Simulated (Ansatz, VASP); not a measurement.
**AlCo4 (Co(0001), 4 layers, one monolayer of Al on fcc sites) in two plane-wave programs**

Aim: how closely do two programs agree when they are given the same cell, functional and k mesh? The structure shown is the start of the Ansatz relaxation below; VASP solves that cell, so the two are compared at the walk's first step.

Program: Ansatz 0.2.0. Level of theory: plane waves, with VASP 6.6.1 beside it; single point at PBE. Results are calculated unless marked as measured.

## (1) The starting structure

The cell holds 5 atoms: 4 Co and 1 Al. Cell: a = 2.510 Å, b = 2.510 Å, c = 25.107 Å, α = 90.0°, β = 90.0°, γ = 60.0°. Vacuum lies along c.

## (2) Ansatz: relaxation, PBE

Ansatz runs on its default PAW (the set named soft_2) files.

The two programs are compared at the cell with which this relaxation starts, whose forces are those of its first step.

File input.yaml:

```yaml
crystal:
  lattice:
    - [2.51, 0.0, 0.0]
    - [1.255, 2.1737237635, 0.0]
    - [0.0, 0.0, 25.10683]
  atoms:
    - { symbol: Co, position: [0.6666666667, 0.6666666667, 0.3305873342], spin: 1.7 }
    - { symbol: Co, position: [0.0, 0.0, 0.411665272], spin: 1.7 }
    - { symbol: Co, position: [0.6666666667, 0.6666666667, 0.4927432097], spin: 1.7 }
    - { symbol: Co, position: [0.0, 0.0, 0.5738211475], spin: 1.7 }
    - { symbol: Al, position: [0.3333333333, 0.3333333333, 0.6534893754] }
magnetization:
  spin_polarized: true
kpoints:
  mp_grid: { grid: [12, 12, 1] }
hamiltonian:
  xc: pbe
scf:
  occupations: { method: fermi_dirac, width: 0.1 }
  convergence: { dr2_threshold: 1.0e-08 }
efield:
  axis: 3
  dipole_correction: true
  ramp_position: 0.97
  ramp_width: 0.04
relax:
  f_tol: 0.01
  constraints: [{ sites: [0, 1] }]
output:
  write_potential: true
  write_density: true
  volumetric_format: npy
```

On the command line:

```
$ ansatz run input.yaml --threads 4 --pin off --max-ram 8192MiB --backend cpu --events-out ev --progress --plain --runs-dir out
```

Numbers of over 12 decimals in the logs are rounded to 6 here.

The program printed:

```text
Engine: ansatz 0.2.0, aarch64-unknown-linux-gnu
Pseudopotentials: kind: paw
Pseudopotential: Co, paw, valence charge 17, recommended cutoff 420 eV (normal), Co.paw.azcp
Pseudopotential: Al, paw, valence charge 3, recommended cutoff 420 eV (normal), Al.paw.azcp
Functional definition: PBE
  parameter kappa = 0.804
  parameter beta = 0.066725
  exchange = pbe_x(kappa = kappa, mu = beta*pi^2/3)
  correlation = pbe_c(beta = beta)
Crystal: 5 atoms, lattice volume = 136.984 Å³
Basis set: ecut = 420 eV, 2681 PW (Γ), exchange–correlation on 36×36×360 points (8 copies of the dense FFT grid, shifted against one another)
Bands: 47, of which v1, the nominal top of the filled ones, is band 36 counted from 1 (35 counted from 0)
Symmetry: 6 space group operations
k-points: 19 of 144 (time reversal used)
Non-local potential: Co, projectors of the file, l = 0: 3, l = 1: 2, l = 2: 3, l = 3: 1
Non-local potential: Al, projectors of the file, l = 0: 2, l = 1: 2, l = 2: 1
PAW form: soft (Blöchl's): semilocal exchange-correlation on the pseudo side does not see the compensation charge
PAW one-centre angular grid: Co, 590 points (default); XC on 64 Gauss nodes
PAW one-centre angular grid: Al, 110 points (default); XC on 64 Gauss nodes
Initial density: superposition of atomic densities (neutral atoms: chi_scale 0, normalization atom)
Starting moments: Σ|m| = 6.8 μB on 4 of 5 sites
Initial wavefunctions: pseudopotential atomic-orbital guess
Functional: x = pbe(κ = 0.804, μ = 0.219515), c = pbe(β = 0.066725)
SCF iter   1: F=—  HF=-21039.282372 eV  |F-HF|=—  |Δ(HF+E_count)|=         —  Δρ=4.73e-2 (↑1.57e-2 ↓4.73e-2)  dr2=7.11e0  dr2_m=5.40e-1  M=6.676 μB ∫|m|=6.906 μB  β_m=1.00  ethr=3.10e-3  p=0.000 e·Å  D=2.11e-6 V/Å  ΔV_dip=-0.00 eV  dr2_dipole=2.75e-1  V_vac-E_F(+/−)=7.57/7.57 eV  ⟨swp⟩=11.6  Hψ=9757  notcnv=0  defer=22
Mixer restart at iter 1: flushing history
efield: sawtooth ramp at fractional position 0.9700 (set: `efield.ramp_position`, or a place that a band, a saddle search or an elastic batch's reference lends), width 0.0400; the density the first Hamiltonian is built on has a dipole p = 0.000 e·Å; the dipole correction subtracts the counter field D = 2.11e-6 V/Å, which shifts the + side's vacuum level by -0.00 eV against the − side's; the planar-averaged density in the ramp window peaks in size at 4.1e-6 e/Å³
preconditioner: auto → LDOS  [metal: Δε(μ)=0.018 eV  Ē_g=6.814 eV  σ=0.100 eV  W_gap=0.05  n_scr=18 (ndim 8)  ℏωp=19.8 eV  f_vac=0.530  D(μ)=5.18/eV (n_scr^D=20)]
spin=Collinear: LDOS preconditioning applied to the charge; magnetization (m = ρ↑ − ρ↓) channel mixes plain (no charge-response kernel on spin).
SCF iter   2: F=—  HF=-21038.461110 eV  |F-HF|=—  |Δ(HF+E_count)|=   8.21e-1  Δρ=1.08e-2 (↑1.08e-2 ↓9.63e-3)  dr2=1.15e0  dr2_m=7.00e-2  M=6.699 μB ∫|m|=7.178 μB  β_m=0.34  ethr=3.10e-3  p=0.017 e·Å  D=2.19e-2 V/Å  ΔV_dip=-0.55 eV  dr2_dipole=2.55e-1  V_vac-E_F(+/−)=6.04/6.59 eV  ⟨swp⟩=3.0  Hψ=3203  notcnv=0  defer=58
density mixer auto → msr1: a metal under ldos (density of states about μ 2.82 of a free-electron gas's, 18 screened modes)
SCF iter   3: F=—  HF=-21039.864335 eV  |F-HF|=—  |Δ(HF+E_count)|=    1.40e0  Δρ=6.51e-3 (↑4.29e-3 ↓6.51e-3)  dr2=5.61e-1  dr2_m=1.47e-2  M=6.700 μB ∫|m|=7.244 μB  β_m=0.45  ethr=1.62e-3  p=0.026 e·Å  D=3.50e-2 V/Å  ΔV_dip=-0.88 eV  dr2_dipole=2.27e-1  V_vac-E_F(+/−)=5.10/5.98 eV  ⟨swp⟩=3.1  Hψ=2833  notcnv=0  defer=58
SCF iter   4: F=—  HF=-21040.788687 eV  |F-HF|=—  |Δ(HF+E_count)|=   9.24e-1  Δρ=3.85e-3 (↑3.85e-3 ↓3.63e-3)  dr2=4.00e-1  dr2_m=9.66e-3  M=6.690 μB ∫|m|=7.287 μB  β_m=0.63  ethr=7.90e-4  p=0.031 e·Å  D=4.11e-2 V/Å  ΔV_dip=-1.03 eV  dr2_dipole=1.75e-1  V_vac-E_F(+/−)=4.39/5.42 eV  ⟨swp⟩=3.0  Hψ=2802  notcnv=0  defer=63
SCF iter   5: F=—  HF=-21041.016959 eV  |F-HF|=—  |Δ(HF+E_count)|=   2.28e-1  Δρ=4.22e-3 (↑1.52e-3 ↓4.22e-3)  dr2=2.67e-2  dr2_m=6.44e-3  M=6.611 μB ∫|m|=7.226 μB  β_m=0.63  ethr=5.63e-4  p=0.025 e·Å  D=3.33e-2 V/Å  ΔV_dip=-0.84 eV  dr2_dipole=3.70e-3  V_vac-E_F(+/−)=4.26/5.10 eV  ⟨swp⟩=2.7  Hψ=2960  notcnv=0  defer=62
SCF iter   6: F=—  HF=-21041.023381 eV  |F-HF|=—  |Δ(HF+E_count)|=         —  Δρ=5.06e-3 (↑5.06e-3 ↓3.95e-3)  dr2=1.01e-2  dr2_m=2.47e-2  M=6.488 μB ∫|m|=7.112 μB  β_m=0.63  ethr=3.76e-5  p=0.023 e·Å  D=3.04e-2 V/Å  ΔV_dip=-0.76 eV  dr2_dipole=1.11e-4  V_vac-E_F(+/−)=4.27/5.04 eV  ⟨swp⟩=2.5  Hψ=3673  notcnv=0  defer=62
SCF iter   7: F=—  HF=-21041.020460 eV  |F-HF|=—  |Δ(HF+E_count)|=   2.92e-3  Δρ=2.47e-3 (↑1.27e-3 ↓2.47e-3)  dr2=1.96e-3  dr2_m=4.20e-3  M=6.493 μB ∫|m|=7.117 μB  β_m=0.81  ethr=1.42e-5  p=0.024 e·Å  D=3.17e-2 V/Å  ΔV_dip=-0.80 eV  dr2_dipole=3.85e-9  V_vac-E_F(+/−)=4.24/5.04 eV  ⟨swp⟩=2.5  Hψ=3494  notcnv=0  defer=62
[...]
SCF iter   9: F=—  HF=-21041.054466 eV  |F-HF|=—  |Δ(HF+E_count)|=   2.55e-8  Δρ=3.01e-6 (↑2.00e-6 ↓3.01e-6)  dr2=5.55e-8  dr2_m=3.45e-9  M=6.578 μB ∫|m|=7.194 μB  β_m=0.50  ethr=7.78e-11  p=0.027 e·Å  D=3.55e-2 V/Å  ΔV_dip=-0.89 eV  dr2_dipole=3.96e-9  V_vac-E_F(+/−)=4.10/4.99 eV  ⟨swp⟩=2.9  Hψ=3553  notcnv=0  defer=59
SCF iter  10: F=—  HF=-21041.054466 eV  |F-HF|=—  |Δ(HF+E_count)|=   5.97e-8  Δρ=8.59e-7 (↑4.44e-7 ↓8.59e-7)  dr2=2.30e-8  dr2_m=2.47e-10  M=6.578 μB ∫|m|=7.193 μB  β_m=0.42  ethr=7.78e-11  p=0.027 e·Å  D=3.55e-2 V/Å  ΔV_dip=-0.89 eV  dr2_dipole=9.88e-9  V_vac-E_F(+/−)=4.10/4.99 eV  ⟨swp⟩=2.2  Hψ=2487  notcnv=0  defer=59
SCF iter  11: F=—  HF=-21041.054466 eV  |F-HF|=—  |Δ(HF+E_count)|=   4.58e-9  Δρ=5.00e-7 (↑5.00e-7 ↓3.73e-7)  dr2=6.68e-10  dr2_m=1.65e-10  M=6.578 μB ∫|m|=7.193 μB  β_m=0.45  ethr=3.24e-11  p=0.027 e·Å  D=3.55e-2 V/Å  ΔV_dip=-0.89 eV  dr2_dipole=3.23e-10  V_vac-E_F(+/−)=4.10/4.99 eV  ⟨swp⟩=1.3  Hψ=1845  notcnv=0  defer=59
SCF iter  12: F=—  HF=-21041.054466 eV  |F-HF|=—  |Δ(HF+E_count)|=   4.11e-9  Δρ=3.43e-7 (↑3.43e-7 ↓2.52e-7)  dr2=9.37e-10  dr2_m=8.55e-11  M=6.578 μB ∫|m|=7.193 μB  β_m=0.45  ethr=1.00e-12  p=0.027 e·Å  D=3.55e-2 V/Å  ΔV_dip=-0.89 eV  dr2_dipole=4.63e-10  V_vac-E_F(+/−)=4.10/4.99 eV  ⟨swp⟩=2.4  Hψ=2758  notcnv=0  defer=59
SCF iter  13: F=—  HF=-21041.054466 eV  |F-HF|=—  |Δ(HF+E_count)|=   3.35e-9  Δρ=1.28e-6 (↑2.04e-7 ↓1.28e-6)  dr2=1.21e-8  dr2_m=4.23e-10  M=6.578 μB ∫|m|=7.194 μB  β_m=0.54  ethr=1.00e-12  p=0.027 e·Å  D=3.55e-2 V/Å  ΔV_dip=-0.89 eV  dr2_dipole=3.47e-9  V_vac-E_F(+/−)=4.10/4.99 eV  ⟨swp⟩=2.2  Hψ=2657  notcnv=0  defer=59
SCF iter  14: F=-21041.054466 eV  HF=-21041.054466 eV  |F-HF|=5.71e-10  |Δ(HF+E_count)|=  2.18e-10  Δρ=3.26e-7 (↑1.47e-7 ↓3.26e-7)  dr2=6.68e-10  dr2_m=1.32e-11  M=6.578 μB ∫|m|=7.194 μB  ethr=1.00e-12  p=0.027 e·Å  D=3.55e-2 V/Å  ΔV_dip=-0.89 eV  dr2_dipole=9.28e-11  V_vac-E_F(+/−)=4.10/4.99 eV  ⟨swp⟩=6.3  Hψ=9091  notcnv=0
SCF 5 converged in 14 iterations: F = -21041.054466 eV  dr2 = 6.68e-10
relax step   5: F+E_penalty+E_count = -21041.05446639 eV  Δ(F+E_penalty+E_count) = -9.041e-5 eV  max|allowed force component| = 2.440e-4 eV/Å  Δτ_max = 0.0093 Å  (14 SCF iters, accepted)
NSCF: frozen V_eff on 19 k-points
the band table was solved once a step of the walk had ended and its energy, with any forces and stress, was formed, with the checks that follow a solve (9191 applications of the Hamiltonian). They found nothing against the state; the energy, forces and stress were not computed again (output.eigenvalues in the input reference)
WARN: The output density's exchange-correlation potential varies sharply where the density is thin. Do not read a vacuum level from v_tot or v_xc, or from such a field of the output density. On a cell that repeats whose density bears no net charge and no dipole along the vacuum's axis use v_es (v_loc + v_h of the components); under efield.dipole_correction with no amplitude use v_es + v_field, which holds any externa [...]
SCF converged after 14 iterations
Magnetization: 6.5777 μB (38.7888 up, 32.2112 down)
Absolute magnetization: 7.1959 μB (∫|ρ↑−ρ↓|, with the PAW one-centre terms)
Spin contamination: 0.1404 ħ² per cell (⟨S²⟩ above its minimum at these occupations)
Per-site moments (μB) at R_I (Å): [(1.849724, 1.030734), (1.772953, 1.029089), (1.731998, 1.012490), (1.430470, 1.012490), (0.013864, 1.035375)]
Free energy (F): -21041.054466 eV
Harris-Foulkes:  -21041.054466 eV  (|F-HF|=5.71e-10)
Internal energy: -21040.889136 eV  (E = F + TS)
E sigma→0 (E₀):  -21040.971801 eV
Entropy (-TS):   -0.165331 eV (-33.066 meV/atom)
Fermi energy:    4.320963 eV
Dipole field:    D = 0.035467 V/Å  (p = 0.026849 e·Å, saw-weighted, corrected)
Work function:   Φ+ = 4.1022 eV   Φ− = 4.9926 eV
Levels:          The Fermi level and band energies are counted from a zero that moves with the ramp; work functions are not
--- Per-component energies (eV) ---
  E_band       = -1952.741783
  E_kinetic    = 1836.837741
  E_local      = -165262.394715  (includes V_loc(G=0)·N_el)
  E_nonlocal   = 1830.505402
  E_hartree    = 81224.827297
  E_xc         = -674.515048
  E_vxc        = -847.879280  (∫ρ·V_xc dr)
  E_paw        = -6530.264877  (= ΣΔE_a)
  E_vpaw       = -1961.351009  (= ΣTr[D̂ρ^β])
  E_aug_tail   = 0.000301  (compensation charges beyond the density's cutoff)
  E_efield     = 0.000476  (sawtooth field / dipole correction)
  E_vefield    = 1.886537  (∫n·V_field dr)
  E_ewald      = 66534.114287
  E_smearing   = -0.165331  (= −TS)
  E_closure    = 0.000000  (closes the sum)
  Σ components = -21041.054466   (vs F -21041.054466, Δ=0.00e0)
--- Forces (eV/Å), atoms counted from 1 ---
  atom   1  Co     0.00000000    -0.00000000     0.43522849
  atom   2  Co    -0.00000000     0.00000000    -0.43522201
  atom   3  Co    -0.00000000    -0.00000000    -0.00024400
  atom   4  Co    -0.00000000    -0.00000000     0.00023228
  atom   5  Al     0.00000000     0.00000000     0.00000753
  max |Σ_I F_I| component: 2.29e-6 eV/Å
--- Band table (eV; the first three rows and the last of 38) ---
  k-point 0 ↑: bands = [... 32 lower, 2.3586, 2.5059, 2.5059, 2.9011, 2.9011, 3.2410, 3.2410, 3.3821, ... 7 higher]
  k-point 1 ↑: bands = [... 32 lower, 2.1252, 2.4432, 2.4699, 2.7765, 2.8767, 3.0645, 3.2389, 3.4000, ... 7 higher]
  k-point 2 ↑: bands = [... 32 lower, 2.2299, 2.3092, 2.4941, 2.6230, 2.8368, 3.2315, 3.2566, 3.4387, ... 7 higher]
  k-point 18 ↓: bands = [... 32 lower, 4.6109, 5.0001, 5.0948, 5.2626, 5.2876, 5.3303, 7.4013, 9.6879, ... 7 higher]
--- Relaxed structure (5 steps of the walk, 4 accepted, 0 SCFs on fresh bases) ---
  F+E_penalty+E_count = -21041.05446639 eV   max|allowed force component| = 2.440e-4 eV/Å
  atoms:
    - { symbol: Co, position: [0.666667, 0.666667, 0.3305873342] }
    - { symbol: Co, position: [-1.8503717077624465e-17, -1.850371707762447e-17, 0.411665272] }
    - { symbol: Co, position: [0.666667, 0.666667, 0.492548] }
    - { symbol: Co, position: [-2.241569192467776e-17, -1.8503717077624474e-17, 0.571454] }
    - { symbol: Al, position: [0.333333, 0.333333, 0.655374] }
```

[end of part 1 of 2]

[Lines on the potential files, build, host, timing and source positions are cut from VASP's logs without a mark.]

[Logs are printed without paths, hosts, clocks, repeated set-up lines and the standing remarks that a program may print on its own settings, such as how far it seeks lower states.]

[Hosts, paths, dates, database ids (printed as entryN), source tags and the programs' standing remarks are cut or masked in the printed files.]
